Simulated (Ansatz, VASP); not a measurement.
# PbSe in VASP and in Ansatz

```
CELL_PARAMETERS angstrom
0.00000 3.06215 3.06215
3.06215 0.00000 3.06215
3.06215 3.06215 0.00000
ATOMIC_POSITIONS crystal
Pb 0.00000 0.00000 0.00000
Se 0.46938 0.46938 0.53062
```

Change from the starting cell: all Se atoms moved +0.188 Å, as atom 2 towards its neighbour atom 1 (Pb) at 3.062 Å.

Alike in both runs: task single point; functional PBE; k mesh 10 × 10 × 10; occupations gaussian, width 0.03 eV; no spin polarisation.

```csv
,VASP,Ansatz
version,VASP 6.6.1,Ansatz 0.2.0
potentials or method,"VASP PAW PBE potentials, release 64 (Pb_d, Se)","scalar-relativistic, plane waves, PAW"
plane-wave cutoff (eV),520,420
valence electrons in the cell,20,30
```

Ansatz gave:

* gap on the k mesh at the Fermi level (eV): 0.63
* least direct gap on the mesh (eV): 0.63
* pressure (GPa): 2.9
* largest component of the traceless stress (GPa): 1.00
* rms of the force components (eV/Å): 0.122

Problem. Which values does VASP return?

Solution. gap on the k mesh at the Fermi level (eV): 0.64; least direct gap on the mesh (eV): 0.64; pressure (GPa): 2.8; largest component of the traceless stress (GPa): 1.01; rms of the force components (eV/Å): 0.124.

Atom by atom the forces differ by 0.002 eV/Å (rms over components). The two sets of potentials don't hold the same shells in valence.

Caveats: spin-orbit coupling is left out, which as a rule narrows the gap of such compounds by several tenths of an eV. A k mesh can miss the band edges.
